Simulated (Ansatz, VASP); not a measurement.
# Ge5H4 (Ge wire along [100], 25 atoms a period, H-terminated): VASP beside Ansatz

Aim: how closely do two programs agree when they are given the same cell, functional and k mesh? The structure shown is the start of the Ansatz relaxation below; VASP solves that cell, so the two are compared at the walk's first step.

Method: plane waves, with VASP 6.6.1 beside it; single point at PBE, in Ansatz 0.2.0.

## 1. The starting structure

The cell holds 45 atoms: 25 Ge and 20 H. Cell: a = 20.121 Å, b = 20.121 Å, c = 5.760 Å, α = 90.0°, β = 90.0°, γ = 90.0°. Vacuum lies along a and b. The structure's axis is c.

## 2. Ansatz: relaxation, PBE

Ansatz runs on its PAW soft_1 files.

The two programs are compared at the cell with which this relaxation starts, whose forces are those of its first step.

File input.yaml:

```yaml
crystal:
  lattice:
    - [20.121, 0.0, 0.0]
    - [0.0, 20.121, 0.0]
    - [0.0, 0.0, 5.76]
  atoms:
    - { symbol: Ge, position: [0.213740193, 0.500008271, 0.0] }
    - { symbol: Ge, position: [0.356874232, 0.356874232, 0.0] }
    - { symbol: Ge, position: [0.356874232, 0.64314231, 0.0] }
    - { symbol: Ge, position: [0.500008271, 0.213740193, 0.0] }
    - { symbol: Ge, position: [0.500008271, 0.500008271, 0.0] }
    - { symbol: Ge, position: [0.500008271, 0.786276349, 0.0] }
    - { symbol: Ge, position: [0.64314231, 0.356874232, 0.0] }
    - { symbol: Ge, position: [0.64314231, 0.64314231, 0.0] }
    - { symbol: Ge, position: [0.786276349, 0.500008271, 0.0] }
    - { symbol: H, position: [0.168977685, 0.455245763, 0.156365698] }
    - { symbol: H, position: [0.312111724, 0.312111724, 0.156365698] }
    - { symbol: H, position: [0.455245763, 0.168977685, 0.156365698] }
    - { symbol: H, position: [0.544770779, 0.831038857, 0.156365698] }
    - { symbol: H, position: [0.687904818, 0.687904818, 0.156365698] }
    - { symbol: H, position: [0.831038857, 0.544770779, 0.156365698] }
    - { symbol: Ge, position: [0.285307212, 0.57157529, 0.25] }
    - { symbol: Ge, position: [0.428441251, 0.428441251, 0.25] }
    - { symbol: Ge, position: [0.428441251, 0.71470933, 0.25] }
    - { symbol: Ge, position: [0.57157529, 0.285307212, 0.25] }
    - { symbol: Ge, position: [0.57157529, 0.57157529, 0.25] }
    - { symbol: Ge, position: [0.71470933, 0.428441251, 0.25] }
    - { symbol: H, position: [0.240544705, 0.616337798, 0.406365698] }
    - { symbol: H, position: [0.383678744, 0.759471837, 0.406365698] }
    - { symbol: H, position: [0.616337798, 0.240544705, 0.406365698] }
    - { symbol: H, position: [0.759471837, 0.383678744, 0.406365698] }
    - { symbol: Ge, position: [0.356874232, 0.500008271, 0.5] }
    - { symbol: Ge, position: [0.500008271, 0.356874232, 0.5] }
    - { symbol: Ge, position: [0.500008271, 0.64314231, 0.5] }
    - { symbol: Ge, position: [0.64314231, 0.500008271, 0.5] }
    - { symbol: H, position: [0.240544705, 0.383678744, 0.593634302] }
    - { symbol: H, position: [0.383678744, 0.240544705, 0.593634302] }
    - { symbol: H, position: [0.616337798, 0.759471837, 0.593634302] }
    - { symbol: H, position: [0.759471837, 0.616337798, 0.593634302] }
    - { symbol: Ge, position: [0.285307212, 0.428441251, 0.75] }
    - { symbol: Ge, position: [0.428441251, 0.285307212, 0.75] }
    - { symbol: Ge, position: [0.428441251, 0.57157529, 0.75] }
    - { symbol: Ge, position: [0.57157529, 0.428441251, 0.75] }
    - { symbol: Ge, position: [0.57157529, 0.71470933, 0.75] }
    - { symbol: Ge, position: [0.71470933, 0.57157529, 0.75] }
    - { symbol: H, position: [0.168977685, 0.544770779, 0.843634302] }
    - { symbol: H, position: [0.312111724, 0.687904818, 0.843634302] }
    - { symbol: H, position: [0.455245763, 0.831038857, 0.843634302] }
    - { symbol: H, position: [0.544770779, 0.168977685, 0.843634302] }
    - { symbol: H, position: [0.687904818, 0.312111724, 0.843634302] }
    - { symbol: H, position: [0.831038857, 0.455245763, 0.843634302] }
kpoints:
  mp_grid: { grid: [1, 1, 14] }
scf:
  occupations: { method: fermi_dirac, width: 0.05 }
hamiltonian:
  xc: pbe
  pseudopotentials: { kind: paw, azcp: { folder: soft_1 } }
relax:
  cell: { fix: [a, b, alpha, beta, gamma] }
  max_steps: 45
  f_tol: 0.03
```

Run with:

```bash
$ ansatz run input.yaml --threads 4 --pin off --max-ram 16384MiB --backend cpu --events-out ev --progress --plain --runs-dir out
```

Numbers of over 12 decimals in the logs are rounded to 6 here.

What it wrote:

```text
Engine: ansatz 0.2.0, x86_64-unknown-linux-gnu
Pseudopotentials: kind: paw
Pseudopotential: Ge, paw, valence charge 14, recommended cutoff 420 eV (normal), soft_1/Ge.paw.azcp
Pseudopotential: H, paw, valence charge 1, recommended cutoff 420 eV (normal), soft_1/H.paw.azcp
Functional definition: PBE
  parameter kappa = 0.804
  parameter beta = 0.066725
  exchange = pbe_x(kappa = kappa, mu = beta*pi^2/3)
  correlation = pbe_c(beta = beta)
Crystal: 45 atoms, lattice volume = 2331.963 Å³
Basis set: ecut = 420 eV, 45619 PW (Γ), exchange–correlation on 270×270×80 points (8 copies of the dense FFT grid, shifted against one another)
Bands: 230, of which v1, the nominal top of the filled ones, is band 185 counted from 1 (184 counted from 0)
Symmetry: 8 space group operations
Space group: P-42m (ITA 111), of the structure as read, at distance tolerance 1.3e-4 Å
k-points: 8 of 14
Non-local potential: Ge, projectors of the file, l = 0: 2, l = 1: 2, l = 2: 3, l = 3: 1
Non-local potential: H, projectors of the file, l = 0: 2, l = 1: 1
PAW form: soft (Blöchl's): semilocal exchange-correlation on the pseudo side does not see the compensation charge
PAW one-centre angular grid: Ge, 590 points (default); XC on 64 Gauss nodes
PAW one-centre angular grid: H, 110 points (default); XC on 64 Gauss nodes
Initial density: superposition of atomic densities (neutral atoms: chi_scale 0, normalization atom)
Initial wavefunctions: pseudopotential atomic-orbital guess
Functional: x = pbe(κ = 0.804, μ = 0.219515), c = pbe(β = 0.066725)
SCF iter   1: F=—  HF=-107692.490663 eV  |F-HF|=—  |Δ(HF+E_count)|=         —  Δρ=3.10e-2  dr2=1.86e1  ethr=3.10e-3  ⟨swp⟩=6.9  Hψ=7423  notcnv=0  defer=27
preconditioner: auto → Resta (q_TF=auto, 2.007 Å⁻¹)  ε∞=1.5  [insulator: Δε(μ)=2.411 eV  Ē_g=21.795 eV  σ=0.050 eV  W_gap=1.00  n_scr=330 (ndim 8)  ℏωp=14.8 eV  f_vac=0.609  D(μ)=0.00/eV (n_scr^D=0)  ε∞_Penn≈1.5  vacuum switching on, ρ_ref=3.4e-2 e/Å³]
SCF iter   2: F=—  HF=-107688.419729 eV  |F-HF|=—  |Δ(HF+E_count)|=    4.07e0  Δρ=1.33e-2  dr2=4.14e0  ethr=3.10e-3  ⟨swp⟩=3.0  Hψ=2580  notcnv=0  defer=284
SCF iter   3: F=—  HF=-107688.726621 eV  |F-HF|=—  |Δ(HF+E_count)|=   3.07e-1  Δρ=5.52e-3  dr2=7.67e0  ethr=1.12e-3  ⟨swp⟩=4.0  Hψ=3832  notcnv=0  defer=287
SCF iter   4: F=—  HF=-107687.507894 eV  |F-HF|=—  |Δ(HF+E_count)|=    1.22e0  Δρ=1.65e-3  dr2=7.79e-2  ethr=1.12e-3  ⟨swp⟩=3.8  Hψ=3273  notcnv=0  defer=275
SCF iter   5: F=—  HF=-107687.508726 eV  |F-HF|=—  |Δ(HF+E_count)|=   8.32e-4  Δρ=7.46e-4  dr2=6.13e-3  ethr=2.10e-5  ⟨swp⟩=2.0  Hψ=2208  notcnv=0  defer=277
SCF iter   6: F=—  HF=-107687.511515 eV  |F-HF|=—  |Δ(HF+E_count)|=   2.79e-3  Δρ=1.33e-4  dr2=5.23e-4  ethr=1.66e-6  ⟨swp⟩=2.0  Hψ=3040  notcnv=0  defer=277
SCF iter   7: F=—  HF=-107687.511566 eV  |F-HF|=—  |Δ(HF+E_count)|=   5.09e-5  Δρ=3.91e-5  dr2=4.02e-5  ethr=1.41e-7  ⟨swp⟩=2.0  Hψ=3040  notcnv=0  defer=277
SCF iter   8: F=—  HF=-107687.511834 eV  |F-HF|=—  |Δ(HF+E_count)|=   2.68e-4  Δρ=1.56e-5  dr2=4.01e-6  ethr=1.09e-8  ⟨swp⟩=2.0  Hψ=3190  notcnv=0  defer=277
SCF iter   9: F=—  HF=-107687.511839 eV  |F-HF|=—  |Δ(HF+E_count)|=   5.14e-6  Δρ=4.37e-6  dr2=4.40e-7  ethr=1.08e-9  ⟨swp⟩=2.0  Hψ=3040  notcnv=0  defer=277
SCF iter  10: F=-107687.511839 eV  HF=-107687.511839 eV  |F-HF|=1.30e-8  |Δ(HF+E_count)|=   2.84e-7  Δρ=1.05e-6  dr2=2.27e-8  ethr=2.70e-11  ⟨swp⟩=4.2  Hψ=5651  notcnv=0
SCF 1 converged in 10 iterations: F = -107687.511839 eV  dr2 = 2.27e-8
  greatest PAW one-centre occupation: 0.998 electrons in one spin orbital (limit 2), on the Ge atom at site 0 (counted from 0), in its partial waves of l = 2
relax step   1: F+E_penalty+E_count = -107687.51183908 eV  Δ(F+E_penalty+E_count) = +0.000e0 eV  max|allowed force component| = 2.648e-1 eV/Å  Δτ_max = 0.0000 Å  P = -0.489 GPa  Ω = 2331.963 Å³  fix = [a, b, alpha, beta, gamma]  reactions: a -0.494, b -0.494 GPa  (10 SCF iters, dr2 threshold 1.00e-7 eV, accepted)
Crystal: 45 atoms, lattice volume = 2329.526 Å³
Basis set: ecut = 420 eV, 45603 PW (Γ), exchange–correlation on 270×270×80 points (8 copies of the dense FFT grid, shifted against one another)
Initial density: handed on by an earlier stage of this run
Initial wavefunctions: those handed on with the density
iter 1 solved again at ethr=7.81e-5 eV; its pass at ethr=3.10e-3 eV (dr2=2.89e-1 eV) is discarded
SCF iter   1: F=—  HF=-107687.653225 eV  |F-HF|=—  |Δ(HF+E_count)|=         —  Δρ=5.01e-3  dr2=2.99e-1  ethr=7.81e-5  ⟨swp⟩=4.8  Hψ=7575  notcnv=0
preconditioner: auto → Resta (q_TF=auto, 2.008 Å⁻¹)  ε∞=1.5  [insulator: Δε(μ)=2.489 eV  Ē_g=21.836 eV  σ=0.050 eV  W_gap=1.00  n_scr=330 (ndim 8)  ℏωp=14.8 eV  f_vac=0.651  D(μ)=0.00/eV (n_scr^D=0)  ε∞_Penn≈1.5  vacuum switching on, ρ_ref=3.5e-2 e/Å³]
SCF iter   2: F=—  HF=-107687.628049 eV  |F-HF|=—  |Δ(HF+E_count)|=   2.52e-2  Δρ=2.18e-3  dr2=9.01e-2  ethr=7.81e-5  ⟨swp⟩=4.6  Hψ=2883  notcnv=0
[...]
SCF iter   4: F=—  HF=-107687.659871 eV  |F-HF|=—  |Δ(HF+E_count)|=   1.61e-8  Δρ=5.37e-7  dr2=1.31e-8  ethr=2.04e-11  ⟨swp⟩=2.0  Hψ=2061  notcnv=0
SCF iter   5: F=-107687.659871 eV  HF=-107687.659871 eV  |F-HF|=4.37e-10  |Δ(HF+E_count)|=   1.25e-9  Δρ=1.86e-7  dr2=3.86e-10  ethr=1.00e-12  ⟨swp⟩=3.4  Hψ=5947  notcnv=0
[...]
SCF converged after 5 iterations
Free energy (F): -107687.659871 eV
Harris-Foulkes:  -107687.659871 eV  (|F-HF|=4.37e-10)
Internal energy: -107687.659871 eV  (E = F + TS)
E sigma→0 (E₀):  -107687.659871 eV
Fermi energy:    -0.843687 eV
--- Per-component energies (eV) ---
  E_band       = -7160.894160
  E_kinetic    = 2565.259857
  E_local      = -269593.906960  (includes V_loc(G=0)·N_el)
  E_nonlocal   = 5470.621721
  E_hartree    = 131785.042890
  E_xc         = -1951.666051
  E_vxc        = -1834.108864  (∫ρ·V_xc dr)
  E_paw        = -50365.684489  (= ΣΔE_a)
  E_vpaw       = -7338.830268  (= ΣTr[D̂ρ^β])
  E_aug_tail   = -0.018223  (compensation charges beyond the density's cutoff)
  E_ewald      = 74402.691384
  E_smearing   = -0.000000  (= −TS)
  E_closure    = -0.000000  (closes the sum)
  Σ components = -107687.659871   (vs F -107687.659871, Δ=0.00e0)
--- Forces (eV/Å), atoms counted from 1 ---
  atom   1  Ge    -0.01728590     0.00000000     0.00000000
  atom   2  Ge     0.00863196     0.00863196     0.02301650
  atom   3  Ge     0.00863196    -0.00863196    -0.02301650
  atom   4  Ge    -0.00000000    -0.01728590     0.00000000
  atom   5  Ge     0.00000000     0.00000000     0.00000000
  atom   6  Ge    -0.00000000     0.01728590    -0.00000000
  atom   7  Ge    -0.00863196     0.00863196    -0.02301650
  atom   8  Ge    -0.00863196    -0.00863196     0.02301650
  atom   9  Ge     0.01728590     0.00000000    -0.00000000
  atom  10  H      0.00493843     0.00728038    -0.00548189
  atom  11  H     -0.00052076    -0.00052076    -0.01259277
  atom  12  H      0.00728038     0.00493843    -0.00548189
  atom  13  H     -0.00728038    -0.00493843    -0.00548189
  atom  14  H      0.00052076     0.00052076    -0.01259277
  atom  15  H     -0.00493843    -0.00728038    -0.00548189
  atom  16  Ge    -0.00495366     0.01090282     0.01681941
  atom  17  Ge     0.01415473     0.01415473    -0.00909834
  atom  18  Ge    -0.01090282     0.00495366     0.01681941
  atom  19  Ge     0.01090282    -0.00495366     0.01681941
  atom  20  Ge    -0.01415473    -0.01415473    -0.00909834
  atom  21  Ge     0.00495366    -0.01090282     0.01681941
  atom  22  H     -0.00156528    -0.01279442    -0.01586670
  atom  23  H      0.01279442     0.00156528    -0.01586670
  atom  24  H     -0.01279442    -0.00156528    -0.01586670
[...]
atom  38  Ge     0.01090282     0.00495366    -0.01681941
  atom  39  Ge     0.00495366     0.01090282    -0.01681941
  atom  40  H      0.00493843    -0.00728038     0.00548189
  atom  41  H     -0.00052076     0.00052076     0.01259277
  atom  42  H      0.00728038    -0.00493843     0.00548189
  atom  43  H     -0.00728038     0.00493843     0.00548189
  atom  44  H      0.00052076    -0.00052076     0.01259277
  atom  45  H     -0.00493843     0.00728038     0.00548189
  max |Σ_I F_I| component: 9.54e-18 eV/Å
--- Stress (GPa, compression-positive) ---
       -0.009046       0.000000       0.000000
        0.000000      -0.009046      -0.000000
        0.000000      -0.000000      -0.023119
  P = ⅓ Tr σ = -0.0137 GPa (-0.137 kbar)
--- Relaxed structure (3 steps of the walk, 3 accepted, 1 SCFs on fresh bases) ---
  F+E_penalty+E_count = -107687.65987107 eV   max|allowed force component| = 2.302e-2 eV/Å   (the final SCF, on the basis selected at the relaxed cell)
  cell:  # Å, volume = 2324.9431 Å³
    - [20.121, 0.0, 0.0]
    - [0.0, 20.121, 0]
    - [0.0, 0, 5.742661]
  atoms:
    - { symbol: Ge, position: [0.216639, 0.500008, 0] }
    - { symbol: Ge, position: [0.358728, 0.358728, -0.00452647] }
    - { symbol: Ge, position: [0.358728, 0.641289, 0.00452647] }
    - { symbol: Ge, position: [0.500008, 0.216639, 0] }
    - { symbol: Ge, position: [0.500008, 0.500008, 0] }
    - { symbol: Ge, position: [0.500008, 0.783378, 0] }
    - { symbol: Ge, position: [0.641289, 0.358728, 0.00452647] }
    - { symbol: Ge, position: [0.641289, 0.641289, -0.00452647] }
    - { symbol: Ge, position: [0.783378, 0.500008, 0] }
    - { symbol: H, position: [0.171211, 0.455837, 0.152992] }
    - { symbol: H, position: [0.314076, 0.314076, 0.152211] }
    - { symbol: H, position: [0.455837, 0.171211, 0.152992] }
    - { symbol: H, position: [0.544179, 0.828805, 0.152992] }
    - { symbol: H, position: [0.685941, 0.685941, 0.152211] }
    - { symbol: H, position: [0.828805, 0.544179, 0.152992] }
    - { symbol: Ge, position: [0.287352, 0.570022, 0.246523] }
    - { symbol: Ge, position: [0.428707, 0.428707, 0.250633] }
    - { symbol: Ge, position: [0.429995, 0.712664, 0.246523] }
    - { symbol: Ge, position: [0.570022, 0.287352, 0.246523] }
    - { symbol: Ge, position: [0.571310, 0.571310, 0.250633] }
    - { symbol: Ge, position: [0.712664, 0.429995, 0.246523] }
    - { symbol: H, position: [0.243201, 0.615109, 0.403289] }
    - { symbol: H, position: [0.384907, 0.756815, 0.403289] }
    - { symbol: H, position: [0.615109, 0.243201, 0.403289] }
    - { symbol: H, position: [0.756815, 0.384907, 0.403289] }
    - { symbol: Ge, position: [0.357529, 0.500008, 0.5] }
    - { symbol: Ge, position: [0.500008, 0.357529, 0.5] }
    - { symbol: Ge, position: [0.500008, 0.642488, 0.5] }
    - { symbol: Ge, position: [0.642488, 0.500008, 0.5] }
    - { symbol: H, position: [0.243201, 0.384907, 0.596711] }
    - { symbol: H, position: [0.384907, 0.243201, 0.596711] }
    - { symbol: H, position: [0.615109, 0.756815, 0.596711] }
    - { symbol: H, position: [0.756815, 0.615109, 0.596711] }
    - { symbol: Ge, position: [0.287352, 0.429995, 0.753477] }
    - { symbol: Ge, position: [0.429995, 0.287352, 0.753477] }
    - { symbol: Ge, position: [0.428707, 0.571310, 0.749367] }
    - { symbol: Ge, position: [0.571310, 0.428707, 0.749367] }
    - { symbol: Ge, position: [0.570022, 0.712664, 0.753477] }
    - { symbol: Ge, position: [0.712664, 0.570022, 0.753477] }
    - { symbol: H, position: [0.171211, 0.544179, 0.847008] }
    - { symbol: H, position: [0.314076, 0.685941, 0.847789] }
    - { symbol: H, position: [0.455837, 0.828805, 0.847008] }
    - { symbol: H, position: [0.544179, 0.171211, 0.847008] }
    - { symbol: H, position: [0.685941, 0.314076, 0.847789] }
    - { symbol: H, position: [0.828805, 0.455837, 0.847008] }
```

[end of part 1 of 2]

[Lines on the potential files, build, host, timing and source positions are cut from VASP's logs without a mark.]

[Logs are printed without paths, hosts, clocks, repeated set-up lines and the standing remarks that a program may print on its own settings, such as how far it seeks lower states.]

[Hosts, paths, dates, database ids (printed as entryN), source tags and the programs' standing remarks are cut or masked in the printed files.]
